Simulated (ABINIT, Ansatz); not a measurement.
# GaP (F-43m): third-order response, part 2 of 3

Wanted: vibrational spectra of GaP (F-43m) from linear and non-linear response.

ABINIT 10.8.3; DFT LDA, scalar-relativistic, plane waves, HGH norm-conserving pseudopotentials.

So far, gap on the k-mesh (eV): step 4 (the gap at rest) 1.45. The relaxed cell has a = 5.320 Å (conventional setting).

## Step 6: Zone-centre analysis

anaddb reads the merged derivatives, imposes the acoustic sum rule and charge neutrality, and adds the LO-TO term along chosen directions.

anaddb.abi

```
ddb_filepath "gamma_DDB"
output_file "anaddb.abo"
outdata_prefix "anaddb"
asr 1
chneut 1
enunit 2
eivec 1
nph1l 1
qph1l 0.0 0.0 0.0 1.0
dieflag 1
nph2l 3
qph2l 
    1.0 0.0 0.0 0.0
    0.0 0.0 1.0 0.0
    1.0 1.0 1.0 0.0
nlflag 1
ramansr 1
alphon 1
prtmbm 1
```

mrgddb.in

```
gamma_DDB
merged
3
dfpt_gammao_DS2_DDB
dfpt_gammao_DS3_DDB
gso_DDB
```

Run with:

```sh
$ mrgddb < mrgddb.in > mrgddb.log
$ OMP_NUM_THREADS=1 anaddb anaddb.abi > anaddb.log
```

anaddb.abo, the main output file:

```text
[banners, grids, parts of the stress and lines that vanish by symmetry left out]
-outvars_anaddb: echo values of input variables ----------------------

 Flags :
[...]
Dielectric Tensor and Effective Charges
[...]
Effective charge tensors after
[...]
1          1       -0.000000002        0.000000001        0.000000001
[...]
1          2       -0.000000000        0.000000000        0.124169673
[...]
1          3       -0.000000000        0.124169672       -0.000000001
[...]
2          1        0.000000002       -0.000000001       -0.000000001
[...]
2          2       -0.000000000       -0.000000000       -0.124169673
[...]
2          3       -0.000000000       -0.124169672        0.000000001
[...]
Phonon wavevector (reduced coordinates) :  0.00000  0.00000  0.00000
 Phonon energies in Hartree :
[...]
Phonon energies in meV     :
-  0.000000E+00  0.000000E+00  0.000000E+00  4.579590E+01  4.579590E+01
-  4.579590E+01
 Phonon frequencies in cm-1    :
-  0.000000E+00  0.000000E+00  0.000000E+00  3.693688E+02  3.693688E+02
-  3.693688E+02
 Phonon frequencies in Thz     :
-  0.000000E+00  0.000000E+00  0.000000E+00  1.107340E+01  1.107340E+01
-  1.107340E+01
 Phonon energies in Kelvin  :
-  0.000000E+00  0.000000E+00  0.000000E+00  5.314393E+02  5.314393E+02
-  5.314393E+02
[...]
-  1  0.00000000E+00  0.00000000E+00 -2.33406097E-03
-     0.00000000E+00  0.00000000E+00  0.00000000E+00
-  2  0.00000000E+00  0.00000000E+00 -2.33406095E-03
-     0.00000000E+00  0.00000000E+00  0.00000000E+00
[...]
-  1  0.00000000E+00  2.33406097E-03  0.00000000E+00
-     0.00000000E+00  0.00000000E+00  0.00000000E+00
-  2  0.00000000E+00  2.33406095E-03  0.00000000E+00
-     0.00000000E+00  0.00000000E+00  0.00000000E+00
[...]
-  1  2.33406098E-03  0.00000000E+00  0.00000000E+00
-     0.00000000E+00  0.00000000E+00  0.00000000E+00
-  2  2.33406095E-03  0.00000000E+00  0.00000000E+00
-     0.00000000E+00  0.00000000E+00  0.00000000E+00
[...]
-  1  0.00000000E+00 -1.15498144E-07 -1.55568311E-03
-     0.00000000E+00  0.00000000E+00  0.00000000E+00
-  2  0.00000000E+00  2.59990283E-07  3.50189605E-03
-     0.00000000E+00  0.00000000E+00  0.00000000E+00
[...]
-  1  1.77448566E-07  1.55568311E-03 -1.15493178E-07
-     0.00000000E+00  0.00000000E+00  0.00000000E+00
-  2 -3.99442807E-07 -3.50189603E-03  2.59979104E-07
-     0.00000000E+00  0.00000000E+00  0.00000000E+00
[...]
-  1  1.55568311E-03 -1.77445333E-07  0.00000000E+00
-     0.00000000E+00  0.00000000E+00  0.00000000E+00
-  2 -3.50189604E-03  3.99435531E-07  0.00000000E+00
-     0.00000000E+00  0.00000000E+00  0.00000000E+00
[...]
-     1         -0.000000    -0.000000    -0.000000     0.000000
-     2         -0.000000     0.000000    -0.000000     0.000000
-     3          0.000000    -0.000000     0.000000     0.000000
-     4         -0.000000     0.000000    -2.668670     2.668670
-     5          0.000000     2.668670    -0.000000     2.668670
-     6          2.668670    -0.000000    -0.000000     2.668670
[...]
-   1     Real    0.0000E+00  0.0000E+00  0.0000E+00  0.0000E+00  0.0000E+00  0.0000E+00  0.0000E+00
[...]
-   2     Real    0.0000E+00  0.0000E+00  0.0000E+00  0.0000E+00  0.0000E+00  0.0000E+00  0.0000E+00
[...]
-   3     Real    0.0000E+00  0.0000E+00  0.0000E+00  0.0000E+00  0.0000E+00  0.0000E+00  0.0000E+00
[...]
-   4     Real    0.0000E+00  0.0000E+00  1.0457E-04  0.0000E+00  0.0000E+00  0.0000E+00  1.0457E-04
[...]
-   5     Real    0.0000E+00  1.0457E-04  0.0000E+00  0.0000E+00  0.0000E+00  0.0000E+00  1.0457E-04
[...]
-   6     Real    1.0457E-04  0.0000E+00  0.0000E+00  0.0000E+00  0.0000E+00  0.0000E+00  1.0457E-04
[...]
-         0.000000000      -0.000000000       0.000000000
-        -0.000000000      -0.000000000      -0.000000000
[...]
Phonon at Gamma, with non-analyticity in the
[...]
Phonon energies in Hartree :
[...]
Phonon energies in meV     :
-  0.000000E+00  0.000000E+00  0.000000E+00  4.579590E+01  4.579590E+01
-  4.982443E+01
 Phonon frequencies in cm-1    :
-  0.000000E+00  0.000000E+00  0.000000E+00  3.693688E+02  3.693688E+02
-  4.018612E+02
 Phonon frequencies in Thz     :
-  0.000000E+00  0.000000E+00  0.000000E+00  1.107340E+01  1.107340E+01
-  1.204749E+01
 Phonon energies in Kelvin  :
-  0.000000E+00  0.000000E+00  0.000000E+00  5.314393E+02  5.314393E+02
-  5.781885E+02
[...]
-  1  0.00000000E+00  0.00000000E+00 -2.33406097E-03
[...]
-  2  0.00000000E+00  0.00000000E+00 -2.33406095E-03
[...]
Phonon at Gamma, with non-analyticity in the
[...]
Phonon energies in Hartree :
[...]
Phonon energies in meV     :
-  0.000000E+00  0.000000E+00  0.000000E+00  4.579590E+01  4.579590E+01
-  4.982443E+01
 Phonon frequencies in cm-1    :
-  0.000000E+00  0.000000E+00  0.000000E+00  3.693688E+02  3.693688E+02
-  4.018612E+02
 Phonon frequencies in Thz     :
-  0.000000E+00  0.000000E+00  0.000000E+00  1.107340E+01  1.107340E+01
-  1.204749E+01
 Phonon energies in Kelvin  :
-  0.000000E+00  0.000000E+00  0.000000E+00  5.314393E+02  5.314393E+02
-  5.781885E+02
[...]
Phonon at Gamma, with non-analyticity in the
[...]
Phonon energies in Hartree :
[...]
Phonon energies in meV     :
-  0.000000E+00  0.000000E+00  0.000000E+00  4.579590E+01  4.579590E+01
-  4.982443E+01
 Phonon frequencies in cm-1    :
-  0.000000E+00  0.000000E+00  0.000000E+00  3.693688E+02  3.693688E+02
-  4.018612E+02
 Phonon frequencies in Thz     :
-  0.000000E+00  0.000000E+00  0.000000E+00  1.107340E+01  1.107340E+01
-  1.204749E+01
 Phonon energies in Kelvin  :
-  0.000000E+00  0.000000E+00  0.000000E+00  5.314393E+02  5.314393E+02
-  5.781885E+02
[...]
-  1  0.00000000E+00  2.33406097E-03  0.00000000E+00
[...]
-  2  0.00000000E+00  2.33406095E-03  0.00000000E+00
[...]
-  1  2.33406098E-03  0.00000000E+00  0.00000000E+00
[...]
-  2  2.33406095E-03  0.00000000E+00  0.00000000E+00
[...]
-  1  2.31473538E-04  9.65877758E-04 -1.19735130E-03
[...]
-  2 -5.21054873E-04 -2.17422396E-03  2.69527884E-03
[...]
-  1  1.24894088E-03 -8.24932402E-04 -4.24008474E-04
[...]
-  2 -2.81140875E-03  1.85695113E-03  9.54457619E-04
[...]
-         0.000000000       0.000000000       0.000000000
-         0.000000000       0.000000000      -0.000000000
[...]
-        -0.000000000      -0.007704475       0.006215036
-        -0.007704475      -0.000000000       0.001489439
-         0.006215036       0.001489439      -0.000000000
[...]
-        -0.000000000      -0.002728324      -0.005308109
-        -0.002728324       0.000000000       0.008036433
-        -0.005308109       0.008036433      -0.000000000
[...]
Direction                     Dielectric constant
[...]
0.00000   0.00000   1.00000     11.76775381
   1.00000   1.00000   1.00000     11.76775381
-
```

Elapsed: 1.1 s, on 1 thread of Arm Neoverse N1, shared host.

Read from the output:

```
mean static dielectric constant      : 11.77
highest mode moved by the LO-TO term : 401.9 cm⁻¹
```

No LO-TO term; unit eigenvectors of the mass-weighted matrix, from anaddb's displacements. The modes at Γ (shares of kinetic energy by element, %):

```tsv
mode	frequency (cm⁻¹)	symmetry	Ga %	P %
1	0.0	acoustic	69	31
2	0.0	acoustic	69	31
3	0.0	acoustic	69	31
4	369.4	T2	31	69
5	369.4	T2	31	69
6	369.4	T2	31	69
```

Displacements in mode 6 (369.4 cm⁻¹), the largest set to 1:
```
Ga1  0.44  0.00  0.00
P2  -1.00  0.00  0.00
```

Trace of the oscillator strength, degenerate modes summed. Lines of the infrared spectrum (strongest = 100):

```tsv
position (cm⁻¹)	lines merged	IR intensity, relative
369	3	100
```

From anaddb's Raman susceptibilities, degenerate modes summed; transverse modes, the longitudinal lines of polar modes are not listed. Lines of the Raman spectrum (strongest = 100):

```tsv
position (cm⁻¹)	lines merged	Raman activity (Å⁴/amu), powder, relative
369	3	100
```

Static dielectric tensor (ions relaxed, fixed cell):

```
11.77  0.00  0.00
 0.00 11.77  0.00
 0.00  0.00 11.77
```

Non-linear optical d (pm/V). Tensor:

```tsv
field along	xx	yy	zz	yz	xz	xy
x	0	0	0	-33.2	0	0
y	0	0	0	0	-33.2	0
z	0	0	0	0	0	-33.2
```

The rule moves no optical mode by more than 0.1 cm⁻¹.

## Step 7: Sum rules set otherwise (asr 0)

Without the rule the raw error of the acoustic modes shows.

Edit anaddb.abi of step 6 so:

```diff
@@ -3,4 +3,4 @@
 outdata_prefix "anaddb"
-asr 1
-chneut 1
+asr 0
+chneut 0
 enunit 2
```

mrgddb.in is that of step 6.

anaddb.abo, the main output file:

```text
[banners, grids, parts of the stress and lines that vanish by symmetry left out]
-outvars_anaddb: echo values of input variables ----------------------

 Flags :
[...]
Dielectric Tensor and Effective Charges
[...]
Effective charge tensors after
[...]
1          1       -0.000000002        0.000000001        0.000000001
[...]
1          2       -0.000000000        0.000000000        0.124169673
[...]
1          3       -0.000000000        0.124169672       -0.000000001
[...]
2          1        0.000000002       -0.000000001       -0.000000001
[...]
2          2       -0.000000000       -0.000000000       -0.124169673
[...]
2          3       -0.000000000       -0.124169672        0.000000001
[...]
Phonon wavevector (reduced coordinates) :  0.00000  0.00000  0.00000
 Phonon energies in Hartree :
[...]
Phonon energies in meV     :
-  9.893963E-02  9.893964E-02  9.893966E-02  4.579615E+01  4.579615E+01
-  4.579615E+01
 Phonon frequencies in cm-1    :
-  7.980020E-01  7.980020E-01  7.980022E-01  3.693708E+02  3.693708E+02
-  3.693708E+02
 Phonon frequencies in Thz     :
-  2.392350E-02  2.392350E-02  2.392350E-02  1.107346E+01  1.107346E+01
-  1.107346E+01
 Phonon energies in Kelvin  :
-  1.148147E+00  1.148147E+00  1.148147E+00  5.314422E+02  5.314422E+02
-  5.314422E+02
[...]
-  1  0.00000000E+00  5.42153215E-07  2.33407268E-03
-     0.00000000E+00  0.00000000E+00  0.00000000E+00
-  2  0.00000000E+00  5.42144324E-07  2.33403440E-03
-     0.00000000E+00  0.00000000E+00  0.00000000E+00
[...]
-  1  0.00000000E+00  2.33407267E-03 -5.42157433E-07
-     0.00000000E+00  0.00000000E+00  0.00000000E+00
-  2  0.00000000E+00  2.33403440E-03 -5.42148543E-07
-     0.00000000E+00  0.00000000E+00  0.00000000E+00
[...]
-  1  2.33407274E-03  0.00000000E+00  0.00000000E+00
-     0.00000000E+00  0.00000000E+00  0.00000000E+00
-  2  2.33403446E-03  0.00000000E+00  0.00000000E+00
-     0.00000000E+00  0.00000000E+00  0.00000000E+00
[...]
-  1  0.00000000E+00  0.00000000E+00  1.55566546E-03
-     0.00000000E+00  0.00000000E+00  0.00000000E+00
-  2  0.00000000E+00 -1.79597609E-07 -3.50191371E-03
-     0.00000000E+00  0.00000000E+00  0.00000000E+00
[...]
-  1  0.00000000E+00  1.55566546E-03  0.00000000E+00
-     0.00000000E+00  0.00000000E+00  0.00000000E+00
-  2  0.00000000E+00 -3.50191371E-03  1.79597733E-07
-     0.00000000E+00  0.00000000E+00  0.00000000E+00
[...]
-  1  1.55566547E-03  0.00000000E+00  0.00000000E+00
-     0.00000000E+00  0.00000000E+00  0.00000000E+00
-  2 -3.50191371E-03  0.00000000E+00  0.00000000E+00
-     0.00000000E+00  0.00000000E+00  0.00000000E+00
[...]
-     1         -0.000000    -0.000000    -0.004698     0.004698
-     2          0.000000    -0.004698     0.000000     0.004698
-     3         -0.004698    -0.000000     0.000000     0.004698
-     4         -0.000000     0.000000     2.670359     2.670359
-     5         -0.000000     2.670359     0.000000     2.670359
-     6          2.670359     0.000000    -0.000000     2.670359
[...]
-   1     Real    0.0000E+00  0.0000E+00  2.4044E-10  0.0000E+00  0.0000E+00  0.0000E+00  2.4044E-10
[...]
-   2     Real    0.0000E+00  2.4044E-10  0.0000E+00  0.0000E+00  0.0000E+00  0.0000E+00  2.4044E-10
[...]
-   3     Real    2.4044E-10  0.0000E+00  0.0000E+00  0.0000E+00  0.0000E+00  0.0000E+00  2.4044E-10
[...]
-   4     Real    0.0000E+00  0.0000E+00  1.0471E-04  0.0000E+00  0.0000E+00  0.0000E+00  1.0471E-04
[...]
-   5     Real    0.0000E+00  1.0471E-04  0.0000E+00  0.0000E+00  0.0000E+00  0.0000E+00  1.0471E-04
[...]
-   6     Real    1.0471E-04  0.0000E+00  0.0000E+00  0.0000E+00  0.0000E+00  0.0000E+00  1.0471E-04
[...]
-         0.000000000       0.000000076      -0.000000000
-         0.000000076       0.000000000       0.000000000
[...]
Phonon at Gamma, with non-analyticity in the
[...]
Phonon energies in Hartree :
[...]
Phonon energies in meV     :
-  9.893963E-02  9.893964E-02  1.026508E-01  4.579615E+01  4.579615E+01
-  4.982958E+01
 Phonon frequencies in cm-1    :
-  7.980020E-01  7.980020E-01  8.279346E-01  3.693708E+02  3.693708E+02
-  4.019027E+02
 Phonon frequencies in Thz     :
-  2.392350E-02  2.392350E-02  2.482086E-02  1.107346E+01  1.107346E+01
-  1.204874E+01
 Phonon energies in Kelvin  :
-  1.148147E+00  1.148147E+00  1.191213E+00  5.314422E+02  5.314422E+02
-  5.782483E+02
[...]
-  1  0.00000000E+00  5.41886713E-07  2.33407268E-03
[...]
-  2  0.00000000E+00  5.41877828E-07  2.33403440E-03
[...]
Phonon at Gamma, with non-analyticity in the
[...]
Phonon energies in Hartree :
[...]
Phonon energies in meV     :
-  9.893964E-02  9.893966E-02  1.026508E-01  4.579615E+01  4.579615E+01
-  4.982958E+01
 Phonon frequencies in cm-1    :
-  7.980020E-01  7.980022E-01  8.279344E-01  3.693708E+02  3.693708E+02
-  4.019027E+02
 Phonon frequencies in Thz     :
-  2.392350E-02  2.392350E-02  2.482085E-02  1.107346E+01  1.107346E+01
-  1.204874E+01
 Phonon energies in Kelvin  :
-  1.148147E+00  1.148147E+00  1.191213E+00  5.314422E+02  5.314422E+02
-  5.782483E+02
[...]
Phonon at Gamma, with non-analyticity in the
[...]
Phonon energies in Hartree :
[...]
Phonon energies in meV     :
-  9.893964E-02  9.893965E-02  1.026508E-01  4.579615E+01  4.579615E+01
-  4.982958E+01
 Phonon frequencies in cm-1    :
-  7.980020E-01  7.980021E-01  8.279345E-01  3.693708E+02  3.693708E+02
-  4.019027E+02
 Phonon frequencies in Thz     :
-  2.392350E-02  2.392350E-02  2.482085E-02  1.107346E+01  1.107346E+01
-  1.204874E+01
 Phonon energies in Kelvin  :
-  1.148147E+00  1.148147E+00  1.191213E+00  5.314422E+02  5.314422E+02
-  5.782483E+02
[...]
-  1  1.89177348E-03 -1.14547114E-03 -7.46313964E-04
[...]
-  2  1.89174246E-03 -1.14545235E-03 -7.46301724E-04
[...]
-  1  1.34779460E-03  1.34778729E-03  1.34778485E-03
[...]
-  2  1.34708515E-03  1.34707783E-03  1.34707539E-03
[...]
-  1  2.31376421E-04  9.65929205E-04 -1.19730563E-03
[...]
-  2 -5.20844797E-04 -2.17437541E-03  2.69522020E-03
[...]
-  1  1.24894421E-03 -8.24849965E-04 -4.24094248E-04
[...]
-  2 -2.81146234E-03  1.85679599E-03  9.54666343E-04
[...]
-        -0.000001854      -0.000000000      -0.000001854
-        -0.000001854      -0.000001854      -0.000000000
[...]
-        -0.000000000      -0.007704268       0.006215437
-        -0.007704268      -0.000000000       0.001488831
-         0.006215437       0.001488831      -0.000000000
[...]
-        -0.000000000      -0.002728907      -0.005307638
-        -0.002728907       0.000000000       0.008036545
-        -0.005307638       0.008036545      -0.000000000
[...]
Direction                     Dielectric constant
[...]
0.00000   0.00000   1.00000     11.77005549
   1.00000   1.00000   1.00000     11.77005549
-
```

Run time: 1.1 s. Hardware: 1 thread.

Zone-centre frequencies as printed; negative means imaginary. Modes:

```tsv
mode	frequency (cm⁻¹)
1	0.8
2	0.8
3	0.8
4	369.4
5	369.4
6	369.4
```

[end of part 2 of 3]

[Host names and launcher messages were left out of these logs when they were recorded.]

[Logs are printed without paths, hosts, clocks, repeated set-up lines and the standing remarks that a program may print on its own settings, such as how far it seeks lower states.]

[Hosts, paths, dates, database ids (printed as entryN), source tags and the programs' standing remarks are cut or masked in the printed files.]
